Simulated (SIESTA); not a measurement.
The system is HfC.

```
CELL_PARAMETERS angstrom
0.00000 2.32500 2.32500
2.32500 0.00000 2.32500
2.32500 2.32500 0.00000
ATOMIC_POSITIONS crystal
Hf 0.50000 0.50000 0.50000
C 0.00000 0.00000 0.00000
```

Base run:

- Program: SIESTA 5.4.2
- Functional: vdW-DF-cx
- Potentials or basis: PseudoDojo 0.4 standard (PBE files)
- Basis: DZP (energy shift 0.003 Ry; two zetas on semicore shells)
- Grid cutoff: 800 Ry
- Energy shift: 0.003 Ry
- k mesh: 10 × 10 × 10
- Occupations: fermi-dirac, width 0.05 eV
- Spin: no spin polarisation

Its results: band gap on the k mesh none (metal or under the smearing width); pressure -1.8 GPa.

Q: The run is repeated on the same cell with these changes: functional from vdW-DF-cx to AM05; potentials or basis from PseudoDojo 0.4 standard (PBE files) to PseudoDojo 0.4 standard (PBEsol files). What comes out?

A: Band gap on the k mesh none (metal or under the smearing width); pressure -4.2 GPa.

Caveats: short orbitals over semicore shells can move pressures by several GPa; the potentials were made for another functional, which shifts forces and pressure; spin-orbit coupling is left out, which moves the levels of the heavy elements; the basis of atomic orbitals isn't converged, which shifts pressures, moduli and gaps.
